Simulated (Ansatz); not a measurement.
Born–Oppenheimer molecular dynamics of a periodic cell of 16 atoms, WC (start crystal WC, start structure P-6m2, volume 1.05 times the crystal's). It goes on from the last frame of an earlier run, with new velocities.

All numbers below come from DFT PBE, scalar-relativistic, plane waves, PAW (Ansatz 0.2.0). Settings: accuracy low, PAW set soft_1, cutoff 420 eV, k mesh 2x3x3, fermi-dirac smearing 0.36 eV, no spin polarisation.

```json
{"ensemble": "NVT, Langevin thermostat", "time step": "0.75 fs", "steps asked": "240", "set temperature": "3360 K", "friction": "0.02 /fs", "temperature schedule": "180 steps to 300 K, then 60 steps to 300 K", "seed": "393577"}
```

Frames 0.75 fs apart, positions in Å, forces in eV/Å.

Velocities at 165 fs (Å/ps):

```
W -0.98 3.04 -2.10
C 3.13 10.58 -6.69
W -3.67 0.65 2.51
C 8.46 4.20 -1.36
W 2.80 -0.20 1.45
C -18.14 -9.85 -14.28
W -1.21 -1.65 2.46
C 4.20 4.31 1.02
W 1.39 0.73 -0.30
C -2.58 -10.00 -2.24
W 0.36 -2.04 2.50
C -13.46 5.79 1.75
W 1.72 1.25 0.08
C -4.54 -4.73 9.66
W 2.31 -2.23 1.64
C -4.29 -2.81 3.38
```

```xyz
16
Lattice="-2.9390 -5.0905 0.0000 4.4085 -2.5453 0.0000 0.0000 0.0000 5.7524" Properties=species:S:1:pos:R:3:forces:R:3 time_fs=165 energy_less_start_eV=-6.037 T=825
W 0.004 -4.785 0.125 0.56 1.01 -3.73
C 1.550 -3.889 1.389 -0.56 -0.21 1.00
W 0.052 -4.820 2.834 -0.57 1.40 2.96
C 1.465 -3.924 4.347 0.27 -0.37 -0.17
W -1.439 -2.257 0.010 -0.41 0.83 0.70
C -0.053 -1.337 1.468 1.10 -0.22 0.19
W -1.430 -2.220 2.930 -0.42 0.47 -0.53
C -0.073 -1.364 4.376 1.38 0.25 -0.51
W 1.496 -2.171 -0.051 -1.11 -1.42 1.89
C 2.840 -1.365 1.384 1.58 -0.49 1.58
W 1.492 -2.263 2.925 -0.65 1.06 -1.16
C 2.990 -1.395 4.368 -0.54 0.44 -0.38
W 0.033 0.325 0.082 -0.41 0.19 -1.18
C -1.342 -3.848 1.554 -1.60 -0.79 -1.23
W -0.028 0.405 2.918 1.17 -2.24 -0.13
C -1.448 -3.956 4.303 0.20 0.09 0.68
16
Lattice="-2.9390 -5.0905 0.0000 4.4085 -2.5453 0.0000 0.0000 0.0000 5.7524" Properties=species:S:1:pos:R:3:forces:R:3 time_fs=165.75 energy_less_start_eV=-6.035 T=773
W 0.003 -4.783 0.124 0.58 0.93 -3.59
C 1.552 -3.881 1.385 -0.62 -0.34 1.07
W 0.049 -4.819 2.836 -0.50 1.33 2.89
C 1.471 -3.921 4.346 0.19 -0.41 -0.15
W -1.437 -2.257 0.011 -0.50 0.81 0.65
C -0.067 -1.343 1.458 1.30 -0.11 0.34
W -1.431 -2.221 2.932 -0.40 0.51 -0.55
C -0.069 -1.361 4.376 1.31 0.20 -0.54
W 1.497 -2.171 -0.051 -1.18 -1.43 1.91
C 2.838 -1.373 1.382 1.62 -0.31 1.62
W 1.492 -2.264 2.927 -0.68 1.10 -1.24
C 2.980 -1.391 4.369 -0.33 0.40 -0.44
W 0.035 0.326 0.082 -0.50 0.18 -1.16
C -1.345 -3.852 1.560 -1.58 -0.78 -1.33
W -0.026 0.403 2.919 1.02 -2.22 -0.14
C -1.450 -3.958 4.305 0.25 0.12 0.65
16
Lattice="-2.9390 -5.0905 0.0000 4.4085 -2.5453 0.0000 0.0000 0.0000 5.7524" Properties=species:S:1:pos:R:3:forces:R:3 time_fs=166.5 energy_less_start_eV=-6.028 T=742
W 0.003 -4.781 0.122 0.60 0.85 -3.45
C 1.555 -3.874 1.380 -0.67 -0.47 1.14
W 0.047 -4.818 2.837 -0.43 1.26 2.82
C 1.477 -3.918 4.345 0.11 -0.45 -0.14
W -1.435 -2.257 0.012 -0.59 0.80 0.60
C -0.079 -1.350 1.449 1.48 0.00 0.48
W -1.433 -2.223 2.934 -0.37 0.56 -0.57
C -0.065 -1.358 4.376 1.23 0.16 -0.57
W 1.498 -2.171 -0.051 -1.24 -1.43 1.94
C 2.838 -1.380 1.381 1.64 -0.13 1.65
W 1.492 -2.266 2.929 -0.69 1.13 -1.32
C 2.970 -1.387 4.369 -0.11 0.37 -0.49
W 0.036 0.327 0.081 -0.59 0.16 -1.14
C -1.349 -3.855 1.566 -1.55 -0.76 -1.42
W -0.024 0.402 2.920 0.88 -2.20 -0.14
C -1.452 -3.960 4.309 0.28 0.16 0.61
16
Lattice="-2.9390 -5.0905 0.0000 4.4085 -2.5453 0.0000 0.0000 0.0000 5.7524" Properties=species:S:1:pos:R:3:forces:R:3 time_fs=167.25 energy_less_start_eV=-6.016 T=738
W 0.002 -4.779 0.120 0.62 0.76 -3.31
C 1.557 -3.867 1.375 -0.72 -0.59 1.20
W 0.044 -4.818 2.839 -0.37 1.19 2.75
C 1.482 -3.916 4.345 0.03 -0.48 -0.13
W -1.433 -2.257 0.013 -0.68 0.78 0.54
C -0.091 -1.356 1.440 1.66 0.09 0.62
W -1.434 -2.224 2.936 -0.33 0.59 -0.59
C -0.059 -1.354 4.377 1.14 0.12 -0.59
W 1.498 -2.171 -0.051 -1.29 -1.44 1.97
C 2.837 -1.388 1.379 1.66 0.04 1.68
W 1.492 -2.267 2.931 -0.71 1.16 -1.41
C 2.959 -1.383 4.369 0.10 0.33 -0.52
W 0.038 0.327 0.081 -0.68 0.14 -1.11
C -1.354 -3.860 1.571 -1.51 -0.73 -1.50
W -0.021 0.401 2.921 0.75 -2.18 -0.15
C -1.452 -3.963 4.313 0.31 0.21 0.56
16
Lattice="-2.9390 -5.0905 0.0000 4.4085 -2.5453 0.0000 0.0000 0.0000 5.7524" Properties=species:S:1:pos:R:3:forces:R:3 time_fs=168 energy_less_start_eV=-6.002 T=713
W 0.001 -4.777 0.118 0.64 0.68 -3.18
C 1.559 -3.862 1.371 -0.77 -0.69 1.26
W 0.042 -4.817 2.841 -0.31 1.12 2.68
C 1.488 -3.915 4.344 -0.04 -0.50 -0.11
W -1.431 -2.257 0.014 -0.76 0.76 0.48
C -0.101 -1.360 1.431 1.83 0.17 0.76
W -1.435 -2.225 2.937 -0.28 0.62 -0.62
C -0.053 -1.351 4.377 1.02 0.07 -0.62
W 1.498 -2.171 -0.051 -1.33 -1.44 1.99
C 2.838 -1.396 1.378 1.66 0.21 1.70
W 1.492 -2.269 2.933 -0.72 1.18 -1.49
C 2.947 -1.378 4.369 0.32 0.29 -0.56
W 0.039 0.328 0.081 -0.75 0.13 -1.08
C -1.359 -3.865 1.576 -1.45 -0.68 -1.55
W -0.019 0.399 2.922 0.62 -2.15 -0.16
C -1.452 -3.965 4.317 0.32 0.26 0.50
16
Lattice="-2.9390 -5.0905 0.0000 4.4085 -2.5453 0.0000 0.0000 0.0000 5.7524" Properties=species:S:1:pos:R:3:forces:R:3 time_fs=168.75 energy_less_start_eV=-5.987 T=741
W 0.000 -4.776 0.116 0.67 0.60 -3.04
C 1.562 -3.856 1.366 -0.83 -0.80 1.32
W 0.040 -4.816 2.843 -0.26 1.06 2.60
C 1.494 -3.914 4.342 -0.11 -0.51 -0.09
W -1.429 -2.257 0.015 -0.85 0.74 0.42
C -0.111 -1.363 1.422 1.98 0.23 0.91
W -1.436 -2.227 2.939 -0.22 0.65 -0.65
C -0.045 -1.348 4.376 0.89 0.02 -0.64
W 1.498 -2.171 -0.051 -1.34 -1.44 2.01
C 2.840 -1.403 1.379 1.64 0.36 1.70
W 1.492 -2.270 2.935 -0.71 1.20 -1.56
C 2.937 -1.373 4.369 0.52 0.24 -0.61
W 0.040 0.329 0.080 -0.82 0.11 -1.05
C -1.366 -3.870 1.579 -1.37 -0.64 -1.60
W -0.017 0.397 2.924 0.49 -2.12 -0.16
C -1.452 -3.968 4.321 0.33 0.32 0.44
16
Lattice="-2.9390 -5.0905 0.0000 4.4085 -2.5453 0.0000 0.0000 0.0000 5.7524" Properties=species:S:1:pos:R:3:forces:R:3 time_fs=169.5 energy_less_start_eV=-5.971 T=727
W -0.001 -4.774 0.114 0.71 0.51 -2.90
C 1.565 -3.850 1.363 -0.89 -0.91 1.37
W 0.038 -4.815 2.845 -0.20 1.00 2.53
C 1.500 -3.914 4.340 -0.19 -0.51 -0.06
W -1.427 -2.258 0.015 -0.93 0.73 0.36
C -0.119 -1.366 1.413 2.12 0.27 1.07
W -1.438 -2.228 2.940 -0.15 0.67 -0.69
C -0.036 -1.346 4.376 0.75 -0.03 -0.67
W 1.499 -2.171 -0.050 -1.34 -1.42 2.02
C 2.843 -1.411 1.380 1.60 0.51 1.67
W 1.493 -2.271 2.937 -0.71 1.21 -1.64
C 2.927 -1.368 4.369 0.70 0.19 -0.63
W 0.042 0.330 0.079 -0.88 0.08 -1.02
C -1.373 -3.876 1.583 -1.29 -0.60 -1.64
W -0.015 0.395 2.925 0.37 -2.08 -0.15
C -1.451 -3.971 4.326 0.33 0.38 0.37
16
Lattice="-2.9390 -5.0905 0.0000 4.4085 -2.5453 0.0000 0.0000 0.0000 5.7524" Properties=species:S:1:pos:R:3:forces:R:3 time_fs=170.25 energy_less_start_eV=-5.953 T=686
W -0.002 -4.772 0.112 0.75 0.42 -2.75
C 1.568 -3.844 1.360 -0.94 -1.02 1.40
W 0.035 -4.814 2.846 -0.15 0.94 2.46
C 1.506 -3.913 4.338 -0.27 -0.50 -0.01
W -1.425 -2.258 0.015 -1.01 0.72 0.30
C -0.127 -1.368 1.403 2.25 0.30 1.22
W -1.439 -2.230 2.942 -0.08 0.68 -0.74
C -0.028 -1.343 4.376 0.60 -0.08 -0.70
W 1.499 -2.171 -0.049 -1.33 -1.41 2.04
C 2.846 -1.418 1.382 1.55 0.65 1.63
W 1.493 -2.272 2.939 -0.69 1.23 -1.70
C 2.917 -1.363 4.368 0.88 0.14 -0.64
W 0.043 0.332 0.079 -0.94 0.06 -0.99
C -1.381 -3.882 1.585 -1.20 -0.53 -1.67
W -0.013 0.393 2.925 0.27 -2.04 -0.14
C -1.449 -3.975 4.330 0.31 0.45 0.30
16
Lattice="-2.9390 -5.0905 0.0000 4.4085 -2.5453 0.0000 0.0000 0.0000 5.7524" Properties=species:S:1:pos:R:3:forces:R:3 time_fs=171 energy_less_start_eV=-5.935 T=645
W -0.003 -4.770 0.110 0.79 0.34 -2.62
C 1.570 -3.839 1.359 -0.98 -1.11 1.42
W 0.034 -4.812 2.848 -0.10 0.88 2.40
C 1.513 -3.913 4.335 -0.35 -0.50 0.04
W -1.423 -2.258 0.015 -1.09 0.71 0.25
C -0.133 -1.369 1.394 2.35 0.32 1.38
W -1.440 -2.231 2.943 0.00 0.68 -0.80
C -0.019 -1.340 4.376 0.45 -0.13 -0.73
W 1.499 -2.171 -0.049 -1.31 -1.40 2.06
C 2.851 -1.424 1.385 1.47 0.76 1.58
W 1.493 -2.273 2.940 -0.67 1.25 -1.75
C 2.908 -1.358 4.367 1.06 0.09 -0.64
W 0.044 0.333 0.078 -0.99 0.04 -0.98
C -1.389 -3.888 1.588 -1.10 -0.45 -1.69
W -0.011 0.391 2.926 0.18 -2.00 -0.13
C -1.448 -3.979 4.334 0.30 0.52 0.23
16
Lattice="-2.9390 -5.0905 0.0000 4.4085 -2.5453 0.0000 0.0000 0.0000 5.7524" Properties=species:S:1:pos:R:3:forces:R:3 time_fs=171.75 energy_less_start_eV=-5.919 T=607
W -0.004 -4.769 0.107 0.82 0.27 -2.48
C 1.571 -3.835 1.358 -1.00 -1.20 1.42
W 0.032 -4.811 2.849 -0.06 0.83 2.33
C 1.519 -3.913 4.333 -0.42 -0.50 0.08
W -1.422 -2.259 0.015 -1.17 0.70 0.21
C -0.138 -1.369 1.385 2.42 0.32 1.54
W -1.441 -2.232 2.945 0.08 0.68 -0.87
C -0.009 -1.337 4.376 0.30 -0.18 -0.76
W 1.499 -2.171 -0.048 -1.28 -1.39 2.08
C 2.856 -1.429 1.388 1.39 0.85 1.52
W 1.493 -2.274 2.941 -0.65 1.27 -1.79
C 2.898 -1.352 4.366 1.23 0.04 -0.66
W 0.045 0.334 0.078 -1.05 0.03 -0.97
C -1.397 -3.896 1.589 -0.99 -0.37 -1.69
W -0.010 0.389 2.926 0.10 -1.96 -0.11
C -1.446 -3.983 4.338 0.28 0.60 0.16
16
Lattice="-2.9390 -5.0905 0.0000 4.4085 -2.5453 0.0000 0.0000 0.0000 5.7524" Properties=species:S:1:pos:R:3:forces:R:3 time_fs=172.5 energy_less_start_eV=-5.908 T=579
W -0.004 -4.767 0.105 0.85 0.20 -2.35
C 1.572 -3.833 1.358 -1.02 -1.26 1.41
W 0.030 -4.809 2.851 -0.03 0.78 2.26
C 1.525 -3.912 4.331 -0.49 -0.50 0.12
W -1.420 -2.259 0.015 -1.24 0.71 0.17
C -0.142 -1.369 1.376 2.48 0.30 1.68
W -1.443 -2.233 2.946 0.15 0.67 -0.95
C 0.001 -1.335 4.376 0.14 -0.21 -0.78
W 1.499 -2.171 -0.046 -1.22 -1.38 2.11
C 2.861 -1.433 1.392 1.31 0.93 1.44
W 1.493 -2.274 2.942 -0.63 1.28 -1.83
C 2.889 -1.347 4.366 1.38 0.00 -0.66
W 0.047 0.335 0.077 -1.10 0.01 -0.96
C -1.405 -3.903 1.587 -0.88 -0.27 -1.65
W -0.009 0.387 2.927 0.03 -1.92 -0.10
C -1.444 -3.986 4.342 0.27 0.66 0.08
16
Lattice="-2.9390 -5.0905 0.0000 4.4085 -2.5453 0.0000 0.0000 0.0000 5.7524" Properties=species:S:1:pos:R:3:forces:R:3 time_fs=173.25 energy_less_start_eV=-5.901 T=538
W -0.004 -4.766 0.102 0.89 0.13 -2.22
C 1.573 -3.831 1.359 -1.03 -1.31 1.40
W 0.028 -4.808 2.852 0.00 0.74 2.18
C 1.531 -3.910 4.330 -0.56 -0.51 0.16
W -1.418 -2.260 0.015 -1.30 0.72 0.13
C -0.144 -1.368 1.369 2.53 0.28 1.81
W -1.444 -2.235 2.948 0.22 0.66 -1.02
C 0.010 -1.333 4.376 -0.01 -0.24 -0.79
W 1.499 -2.171 -0.045 -1.16 -1.37 2.14
C 2.867 -1.436 1.396 1.21 0.99 1.37
W 1.493 -2.275 2.943 -0.61 1.30 -1.87
C 2.882 -1.343 4.365 1.50 -0.04 -0.66
W 0.048 0.336 0.077 -1.14 -0.01 -0.95
C -1.413 -3.910 1.585 -0.76 -0.17 -1.59
W -0.008 0.385 2.927 -0.03 -1.88 -0.08
C -1.443 -3.988 4.346 0.24 0.71 0.00
```

Of the whole run (180 fs, mean temperature of the second half 1270 K): The schedule's set-point averaged 557 K over the second half and the system 1270 K, so it lags behind the ramp. A run of 0.18 ps of so small a system gives no equilibrium averages. Limits of this set-up: coarse k mesh, low accuracy level.

Time of the run: 26 min on 2 threads of Arm Neoverse V2, with other jobs on the host, peak memory 0.6 GiB.
